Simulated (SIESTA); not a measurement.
PbSe (Clausthalite):

```
Pb Se
1.0
     0.00000    3.06065    3.06065
     3.06065    0.00000    3.06065
     3.06065    3.06065    0.00000
Pb Se
1 1
Direct
  0.00000 0.00000 0.00000
  0.50000 0.50000 0.50000
```

| Item | Value |
| --- | --- |
| Program | SIESTA 5.4.2 |
| Task | single point |
| Functional | PBE |
| Potentials or basis | PseudoDojo 0.4 standard (PBE files) |
| Basis | DZP (energy shift 0.003 Ry; two zetas on semicore shells) |
| Grid cutoff | 500 Ry |
| Energy shift | 0.003 Ry |
| k mesh | 8 × 8 × 8 |
| Occupations | fermi-dirac, width 0.05 eV |
| Spin | no spin polarisation |

On this cell: pressure 3.8 GPa; largest force zero by symmetry; band gap on the k mesh 0.36 eV, direct.

The same run follows on a disturbed copy (atoms moved at random, drawn with an rms of 0.05 Å):

```xyz
2
Lattice="0.0000 3.0606 3.0606 3.0606 0.0000 3.0606 3.0606 3.0606 0.0000" Properties=species:S:1:pos:R:3 pbc="T T T"
Pb   -0.0115   -0.0087   -0.0166
Se    3.0383    3.0478    3.0701
```

Problem. What changes?

Solution. The energy moves by +0.2 meV/atom; pressure 3.8 GPa; largest force 0.034 eV/Å; band gap on the k mesh 0.36 eV, direct.

Forces in eV/Å, atoms in the order of the input:
```
Pb  -0.013 -0.005  0.031
Se   0.012  0.005 -0.032
```

Caveats: spin-orbit coupling is left out, which as a rule narrows the gap of such compounds by several tenths of an eV; the basis of atomic orbitals isn't converged, which shifts pressures, moduli and gaps.

A k mesh can miss the band edges.
